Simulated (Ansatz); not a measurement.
Ligand exchange: Si(CH3)(SiH3)F2 + C4H8 → SiH(SiH3)F2 + C5H10

Species: Si(CH3)(SiH3)F2, singlet; C4H8 (1-butene) `C=CCC`, singlet; SiH(SiH3)F2, singlet; C5H10 (trans-2-pentene) `C/C=C/CC`, singlet. The partners trade CH3 for H: Si–CH3 and C–H bonds give way to Si–H and C–CH3.

Shapes, held fixed at every level: PBE0-D4/def2-TZVP. Flexible molecules stand in one conformer, not always the lowest. Programs: Ansatz 0.2.0. The zero-point and thermal change to 298 K, harmonic and unscaled (PBE0-D4/def2-TZVP), is -1.7 kJ/mol.

(1) Estimate ΔH(298 K) of this reaction.

Results:

(1) The highest level, CCSD(T)/CBS estimate, gives ΔH(298 K) = +46.0 kJ/mol; the levels span +33.9 to +48.6. The column of differences is taken from that level and isn't an error. No measured value is set beside it here. The CBS estimate extrapolates MP2 from def2-TZVPP and def2-QZVPP and adds CCSD(T) − MP2 in the triple-zeta set, cores frozen. Times are processor times on shared x86 and Arm servers, and rough.

```tsv
level	kind	ΔH(298 K) (kJ/mol)	less CCSD(T)/CBS estimate	CPU time (sum over the molecules)
r2SCAN-D4/def2-TZVPP	meta-GGA	+48.6	+2.6	43 s
wB97M-V/def2-TZVPP	range-separated hybrid	+48.3	+2.3	95 s
wB97X-V/def2-TZVPP	range-separated hybrid	+45.0	-1.0	69 s
B2PLYP/def2-TZVPP	double hybrid	+44.1	-1.9	54 s
MP2/def2-TZVPP	perturbation theory	+44.1	-1.9	–
CCSD/def2-SVP	coupled cluster or CI	+33.9	-12.1	–
CCSD(T)/CBS estimate	coupled cluster or CI	+46.0	0.0	26 min
```

The exchange is clearly endothermic at every level, so methyl favours silicon and hydrogen favours carbon in this pair. The thermal contribution is only -1.7 kJ/mol, which makes the preference essentially electronic. Si–C and Si–H bonds are of broadly similar strength, whereas a vinylic C–H bond is considerably stronger than the C–CH3 bond that replaces it. Bond polarity works in the same direction: carbon is more electronegative than hydrogen and better suited to the electropositive silicon, an effect the two fluorines probably reinforce. The new methyl group stabilises the double bond by hyperconjugation, but this only partly offsets the cost.

CCSD/def2-SVP stands apart at +33.9 kJ/mol, probably because its small basis describes the exchanged bonds unevenly, though missing triples may also contribute. The other levels lie close together, so the sign and approximate size of the enthalpy are well supported. The result concerns the balance between reactants and products and gives no indication of the barrier to exchange.
